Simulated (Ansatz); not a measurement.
# KMgF3 (P1) in Ansatz: convergence with smearing width

Aim: find how far smearing width must go before the results for KMgF3 settle, at PBE. This setting moves, with any that are tied to it; all else stays.

Everything below comes from runs of Ansatz 0.2.0. Logs are shortened: lines on timing, memory, paths and dates and some standing lists are left out, and cuts for length are marked.

## Step 1: The cell of the first run

The typed cell holds 5 atoms: a = 3.986 Å, b = 3.986 Å, c = 3.986 Å, α = 90.00°, β = 90.00°, γ = 90.00°.

The cell isn't the ideal one: atoms moved at random, drawn with an rms of 0.05 Å.

## Step 2: With smearing width 0.3 eV

File input.yaml:

```yaml
crystal:
  lattice:
    - [3.9859, 0.0, 0.0]
    - [0.0, 3.9859, 0.0]
    - [0.0, 0.0, 3.9859]
  atoms:
    - { symbol: K, position: [0.491557, 0.521418, 0.483788] }
    - { symbol: Mg, position: [-0.001863, 0.006229, 0.0002] }
    - { symbol: F, position: [0.001548, 0.000836, 0.515127] }
    - { symbol: F, position: [-0.002412, 0.48898, 0.009739] }
    - { symbol: F, position: [0.506706, 0.008142, -0.00277] }
hamiltonian:
  xc: pbe
  pseudopotentials: { kind: paw, source: jth }
kpoints:
  mp_grid: { grid: [5, 5, 5] }
scf:
  occupations: { method: fermi_dirac, width: 0.3 }
output:
  forces: true
  stress: true
  eigenvalues: true
```

Potentials or basis: JTH PAW.

The run is started by

```
> ansatz run input.yaml --threads 2 --pin off --max-ram 5632MiB --backend cpu --events-out ev --progress --plain --runs-dir out
```

Wall time 34 s (2 threads of Arm Neoverse V1, shared host); peak memory 0.86 GiB.

What came out:

```
Free energy            : -5894.4297 eV
Pressure               : 4.6 GPa
Largest force          : 0.799 eV/Å
Band gap on the k mesh : 7.37 eV, indirect (least direct gap 7.62 eV)
```

## Step 3: With smearing width 0.2 eV

input.yaml: that of step 2 with these lines changed.

```diff
@@ -17,3 +17,3 @@
 scf:
-  occupations: { method: fermi_dirac, width: 0.3 }
+  occupations: { method: fermi_dirac, width: 0.2 }
 output:
```

Potentials or basis: JTH PAW.

The run is started by

```
> ansatz run input.yaml --threads 2 --pin off --max-ram 5632MiB --backend cpu --events-out ev --progress --plain --runs-dir out
```

It took 33 s on 2 threads of Arm Neoverse V1, shared host; peak memory 0.84 GiB.

What came out:

| Property | Result |
| --- | --- |
| Free energy | -5894.4297 eV |
| Pressure | 4.6 GPa |
| Largest force | 0.799 eV/Å |
| Band gap on the k mesh | 7.37 eV, indirect (least direct gap 7.62 eV) |

## Step 4: With smearing width 0.15 eV

input.yaml: that of step 3 with these lines changed.

```diff
@@ -17,3 +17,3 @@
 scf:
-  occupations: { method: fermi_dirac, width: 0.2 }
+  occupations: { method: fermi_dirac, width: 0.15 }
 output:
```

The run is started by

```
> ansatz run input.yaml --threads 2 --pin off --max-ram 5632MiB --backend cpu --events-out ev --progress --plain --runs-dir out
```

Wall time 33 s (2 threads of Arm Neoverse V1, shared host); peak memory 0.82 GiB.

What came out:

| Item | Value |
| --- | --- |
| Free energy | -5894.4297 eV |
| Pressure | 4.6 GPa |
| Largest force | 0.799 eV/Å |
| Band gap on the k mesh | 7.37 eV, indirect (least direct gap 7.62 eV) |

## Step 5: With smearing width 0.1 eV

input.yaml: that of step 4 with these lines changed.

```diff
@@ -17,3 +17,3 @@
 scf:
-  occupations: { method: fermi_dirac, width: 0.15 }
+  occupations: { method: fermi_dirac, width: 0.1 }
 output:
```

The run is started by

```
> ansatz run input.yaml --threads 2 --pin off --max-ram 5632MiB --backend cpu --events-out ev --progress --plain --runs-dir out
```

Wall time 34 s (2 threads of Arm Neoverse V1, shared host); peak memory 0.82 GiB.

What came out:

* Free energy: -5894.4297 eV
* Pressure: 4.6 GPa
* Largest force: 0.799 eV/Å
* Band gap on the k mesh: 7.37 eV, indirect (least direct gap 7.62 eV)

## Step 6: With smearing width 0.05 eV

input.yaml: that of step 5 with these lines changed.

```diff
@@ -17,3 +17,3 @@
 scf:
-  occupations: { method: fermi_dirac, width: 0.1 }
+  occupations: { method: fermi_dirac, width: 0.05 }
 output:
```

Potentials or basis: JTH PAW.

The run is started by

```
> ansatz run input.yaml --threads 2 --pin off --max-ram 5632MiB --backend cpu --events-out ev --progress --plain --runs-dir out
```

Run time: 32 s. Hardware: 2 threads of Arm Neoverse V1, shared host; peak memory 0.82 GiB.

The run converged. Its results:

- Free energy: -5894.4297 eV
- Pressure: 4.6 GPa
- Largest force: 0.799 eV/Å
- Band gap on the k mesh: 7.37 eV, indirect (least direct gap 7.62 eV)

## Step 7: With smearing width 0.025 eV

input.yaml: that of step 6 with these lines changed.

```diff
@@ -17,3 +17,3 @@
 scf:
-  occupations: { method: fermi_dirac, width: 0.05 }
+  occupations: { method: fermi_dirac, width: 0.025 }
 output:
```

The run is started by

```
> ansatz run input.yaml --threads 2 --pin off --max-ram 5632MiB --backend cpu --events-out ev --progress --plain --runs-dir out
```

Wall time 33 s (2 threads of Arm Neoverse V1, shared host); peak memory 0.82 GiB.

Results (log left out):

* Free energy: -5894.4297 eV
* Pressure: 4.6 GPa
* Largest force: 0.799 eV/Å
* Band gap on the k mesh: 7.37 eV, indirect (least direct gap 7.62 eV)

## Step 8: With smearing width 0.01 eV

input.yaml: that of step 7 with these lines changed.

```diff
@@ -17,3 +17,3 @@
 scf:
-  occupations: { method: fermi_dirac, width: 0.025 }
+  occupations: { method: fermi_dirac, width: 0.01 }
 output:
```

The run is started by

```
> ansatz run input.yaml --threads 2 --pin off --max-ram 5632MiB --backend cpu --events-out ev --progress --plain --runs-dir out
```

It took 33 s on 2 threads of Arm Neoverse V1, shared host; peak memory 0.82 GiB.

Results (log left out):

```yaml
Free_energy: -5894.4297 eV
Pressure: 4.6 GPa
Largest_force: 0.799 eV/Å
Band_gap_on_the_k_mesh: 7.37 eV, indirect (least direct gap 7.62 eV)
```

## Step 9: With smearing width 0.005 eV

input.yaml: that of step 8 with these lines changed.

```diff
@@ -17,3 +17,3 @@
 scf:
-  occupations: { method: fermi_dirac, width: 0.01 }
+  occupations: { method: fermi_dirac, width: 0.005 }
 output:
```

Potentials or basis: JTH PAW.

The run is started by

```
> ansatz run input.yaml --threads 2 --pin off --max-ram 5632MiB --backend cpu --events-out ev --progress --plain --runs-dir out
```

Standard output:

```text
Warning: the checks of this K dataset prove no rule for summing its radial tables, as where they were carried onto another mesh than they were made on, and Gregory's rule is taken, under which a leading mesh point left out moves its sums only by what lay on the interval it spanned. That does not make them correct, and they differ from Quantum ESPRESSO's on this file; a re-export a fraction of a mesh step off can move them. hamiltonian.pseudopotentials.radial_quadrature: simpson_from_first_knot sums it by `pw.x`'s rule; on a PAW file no value gives `pw.x`'s numbers. What more to know: hamiltonian.pseudopotentials.radial_quadrature, in the input reference
Warning: the checks of this Mg dataset prove no rule for summing its radial tables, as where they were carried onto another mesh than they were made on, and Gregory's rule is taken, under which a leading mesh point left out moves its sums only by what lay on the interval it spanned. That does not make them correct, and they differ from Quantum ESPRESSO's on this file; a re-export a fraction of a mesh step off can move them. hamiltonian.pseudopotentials.radial_quadrature: simpson_from_first_knot sums it by `pw.x`'s rule; on a PAW file no value gives `pw.x`'s numbers. What more to know: hamiltonian.pseudopotentials.radial_quadrature, in the input reference
Warning: the checks of this F dataset prove no rule for summing its radial tables, as where they were carried onto another mesh than they were made on, and Gregory's rule is taken, under which a leading mesh point left out moves its sums only by what lay on the interval it spanned. That does not make them correct, and they differ from Quantum ESPRESSO's on this file; a re-export a fraction of a mesh step off can move them. hamiltonian.pseudopotentials.radial_quadrature: simpson_from_first_knot sums it by `pw.x`'s rule; on a PAW file no value gives `pw.x`'s numbers. What more to know: hamiltonian.pseudopotentials.radial_quadrature, in the input reference
Warning: RAYON_NUM_THREADS=2 ignored (pool sized by the plan → 2); use --threads N
Engine: ansatz 0.2.0, aarch64-unknown-linux-gnu
Pseudopotentials: kind: paw
Pseudopotential: K, paw, valence charge 9, recommended cutoff 690 eV (normal), K.paw.azcp
Pseudopotential: Mg, paw, valence charge 10, recommended cutoff 900 eV (normal), Mg.paw.azcp
Pseudopotential: F, paw, valence charge 7, recommended cutoff 1500 eV (normal), F.paw.azcp
Functional definition: PBE
  parameter kappa = 0.804
  parameter beta = 0.06672455060314922
  exchange = pbe_x(kappa = kappa, mu = beta*pi^2/3)
  correlation = pbe_c(beta = beta)
Crystal: 5 atoms, lattice volume = 63.326 Å³
Basis set: ecut = 1500 eV, 8385 PW (Γ), exchange–correlation on 108×108×108 points (8 copies of the dense FFT grid, shifted against one another)
Bands: 25, of which v1, the nominal top of the filled ones, is band 20 counted from 1 (19 counted from 0)
Symmetry: 1 space group operations
Space group: P1 (ITA 1), of the structure as read, at distance tolerance 4.0e-5 Å
k-points: 63 of 125 (time reversal used)
Non-local potential: K, projectors of the file, l = 0: 2, l = 1: 2, l = 2: 1
Non-local potential: Mg, projectors of the file, l = 0: 2, l = 1: 2
Non-local potential: F, projectors of the file, l = 0: 2, l = 1: 2
PAW form: soft (Blöchl's): semilocal exchange-correlation on the pseudo side does not see the compensation charge
PAW one-centre angular grid: K, 110 points (default); XC on 64 Gauss nodes
PAW one-centre angular grid: Mg, 110 points (default); XC on 64 Gauss nodes
PAW one-centre angular grid: F, 110 points (default); XC on 64 Gauss nodes
Initial density: superposition of atomic densities (chi_scale 0.1, normalization cell, long waves kept (reshape's long-wave potential 0.00 eV rms))
Initial wavefunctions: pseudopotential atomic-orbital guess
Functional: x = pbe(κ = 0.804, μ = 0.2195149727645171), c = pbe(β = 0.06672455060314922)
SCF iter   1: F=—  HF=-5897.730862 eV  |F-HF|=—  |Δ(HF+E_count)|=         —  Δρ=1.34e-1  dr2=9.56e0  ethr=3.10e-3  ⟨swp⟩=10.3  Hψ=11182  notcnv=0
preconditioner: auto → Resta (q_TF=auto, 2.527 Å⁻¹)  ε∞=3.5  [insulator: Δε(μ)=4.849 eV  Ē_g=16.013 eV  σ=0.005 eV  W_gap=1.00  n_scr=18 (ndim 8)  ℏωp=25.6 eV  f_vac=0.000  D(μ)=0.00/eV (n_scr^D=0)  ε∞_Penn≈3.5]
SCF iter   2: F=—  HF=-5894.874461 eV  |F-HF|=—  |Δ(HF+E_count)|=    2.86e0  Δρ=4.37e-2  dr2=1.15e0  ethr=3.10e-3  ⟨swp⟩=3.9  Hψ=3901  notcnv=0  defer=63
SCF iter   3: F=—  HF=-5894.533798 eV  |F-HF|=—  |Δ(HF+E_count)|=   3.41e-1  Δρ=2.13e-2  dr2=3.41e-1  ethr=2.87e-3  ⟨swp⟩=3.2  Hψ=2984  notcnv=0  defer=63
SCF iter   4: F=—  HF=-5894.427693 eV  |F-HF|=—  |Δ(HF+E_count)|=   1.06e-1  Δρ=6.99e-3  dr2=1.95e-2  ethr=8.53e-4  ⟨swp⟩=4.6  Hψ=3210  notcnv=0  defer=63
SCF iter   5: F=—  HF=-5894.429589 eV  |F-HF|=—  |Δ(HF+E_count)|=   1.90e-3  Δρ=1.05e-3  dr2=4.53e-4  ethr=4.89e-5  ⟨swp⟩=3.7  Hψ=3199  notcnv=0
automatic band count: iteration 5 solves 24 bands in place of 25: the levels show a gap, and the empty bands left out lie too high to hold charge; the band table lists the bands solved (type scf.n_extra_bands for more)
SCF iter   6: F=—  HF=-5894.429896 eV  |F-HF|=—  |Δ(HF+E_count)|=   3.06e-4  Δρ=3.61e-4  dr2=5.08e-5  ethr=1.13e-6  ⟨swp⟩=4.0  Hψ=3374  notcnv=0  defer=1
SCF iter   7: F=—  HF=-5894.429721 eV  |F-HF|=—  |Δ(HF+E_count)|=   1.74e-4  Δρ=2.34e-4  dr2=1.80e-5  ethr=1.27e-7  ⟨swp⟩=2.2  Hψ=3034  notcnv=0
SCF iter   8: F=—  HF=-5894.429719 eV  |F-HF|=—  |Δ(HF+E_count)|=   2.87e-6  Δρ=6.43e-5  dr2=1.24e-6  ethr=4.51e-8  ⟨swp⟩=2.0  Hψ=2448  notcnv=0
SCF iter   9: F=-5894.429719 eV  HF=-5894.429719 eV  |F-HF|=5.17e-8  |Δ(HF+E_count)|=   5.70e-7  Δρ=1.34e-5  dr2=7.76e-8  ethr=2.50e-10  ⟨swp⟩=5.8  Hψ=9226  notcnv=0
SCF 1 converged in 9 iterations: F = -5894.429719 eV  dr2 = 7.76e-8
SCF converged after 9 iterations
Free energy (F): -5894.429719 eV
Harris-Foulkes:  -5894.429719 eV  (|F-HF|=5.17e-8)
Internal energy: -5894.429719 eV  (E = F + TS)
E sigma→0 (E₀):  -5894.429719 eV
Fermi energy:    6.755375 eV
--- Per-component energies (eV) ---
  E_band       = -488.383579
  E_kinetic    = 1113.360962
  E_local      = -3585.213899  (includes V_loc(G=0)·N_el)
  E_nonlocal   = 4.531158
  E_hartree    = 1192.226618
  E_xc         = -422.398656
  E_vxc        = -547.940909  (∫ρ·V_xc dr)
  E_paw        = -1479.068750  (= ΣΔE_a)
  E_vpaw       = 142.429401  (= ΣTr[D̂ρ^β])
  E_aug_tail   = -0.000068  (compensation charges beyond the density's cutoff)
  E_ewald      = -2717.867085
  E_smearing   = -0.000000  (= −TS)
  E_closure    = -0.000000  (closes the sum)
  Σ components = -5894.429719   (vs F -5894.429719, Δ=0.00e0)
--- Forces (eV/Å), atoms counted from 1 ---
  atom   1  K      0.08734505    -0.18584018     0.20033092
  atom   2  Mg     0.20703147    -0.41255526     0.34666965
  atom   3  F      0.02358780    -0.06374524    -0.66065808
  atom   4  F      0.06250997     0.79690066    -0.00320937
  atom   5  F     -0.38049585    -0.13471967     0.11682571
  max |Σ_I F_I| component: 4.12e-5 eV/Å
--- Stress (GPa, compression-positive) ---
        4.492725      -0.028246       0.023211
       -0.028246       4.757457       0.055665
        0.023211       0.055665       4.635181
  P = ⅓ Tr σ = 4.6285 GPa (46.285 kbar)
--- Band table (eV; the first three rows and the last of 63) ---
  k-point 0: bands = ["-67.5782", "-34.3444", "-34.3427", "-34.3421", "-22.5100", "-16.9847", "-16.3375", "-16.3318", "-6.0060", "-6.0025", "-5.9973", "0.7265", "0.7280", "0.7325", "2.4893", "2.4965", "2.5048", "2.7959", "2.8040", "2.8121", "10.4359", "13.2192", "13.2438", "15.3617"]
  k-point 1: bands = ["-67.5782", "-34.3460", "-34.3436", "-34.3420", "-22.5002", "-16.9411", "-16.3821", "-16.3295", "-5.9986", "-5.9851", "-5.9815", "0.7582", "0.7707", "0.7782", "2.3892", "2.4083", "2.4306", "2.4731", "2.7283", "2.7395", "11.1126", "13.5632", "13.6206", "15.4582"]
  k-point 2: bands = ["-67.5782", "-34.3500", "-34.3437", "-34.3419", "-22.4842", "-16.8535", "-16.4719", "-16.3248", "-5.9916", "-5.9548", "-5.9524", "0.8469", "0.8571", "0.9098", "1.8133", "2.2743", "2.2954", "2.3012", "2.6158", "2.6264", "12.6313", "13.9031", "14.1522", "15.7765"]
  k-point 62: bands = ["-67.5781", "-34.3488", "-34.3466", "-34.3451", "-22.4702", "-16.7453", "-16.4760", "-16.3886", "-6.0532", "-6.0343", "-5.9537", "0.0895", "1.2579", "1.4180", "1.5246", "1.7940", "2.1259", "2.6806", "2.7112", "2.8052", "13.2636", "14.3330", "14.6916", "15.1967"]
```

Run time: 33 s. Hardware: 2 threads of Arm Neoverse V1, shared host; peak memory 0.82 GiB.

What came out:

| Property | Result |
| --- | --- |
| Free energy | -5894.4297 eV |
| Pressure | 4.6 GPa |
| Largest force | 0.799 eV/Å |
| Band gap on the k mesh | 7.37 eV, indirect (least direct gap 7.62 eV) |

## Step 10: Summary

| smearing width | energy less the tightest run, at zero smearing (meV/atom) | SCF cycles | CPU time (s) | peak memory (GiB) |
| --- | --- | --- | --- | --- |
| 0.3 eV | 0.00 | 10 | 68 | 0.86 |
| 0.2 eV | 0.00 | 9 | 66 | 0.84 |
| 0.15 eV | 0.00 | 9 | 66 | 0.82 |
| 0.1 eV | 0.00 | 9 | 67 | 0.82 |
| 0.05 eV | 0.00 | 9 | 64 | 0.82 |
| 0.025 eV | 0.00 | 9 | 65 | 0.82 |
| 0.01 eV | 0.00 | 9 | 65 | 0.82 |
| 0.005 eV | 0.00 | 9 | 65 | 0.82 |

Against the tightest run, the energy stays within 1 meV/atom from 0.3 eV on. The tightest run that finished is the yardstick and may itself not be fully converged.

Caveats: odd divisions of the mesh miss points on the zone boundary, where band edges often lie, so the gap on the mesh can be too wide.
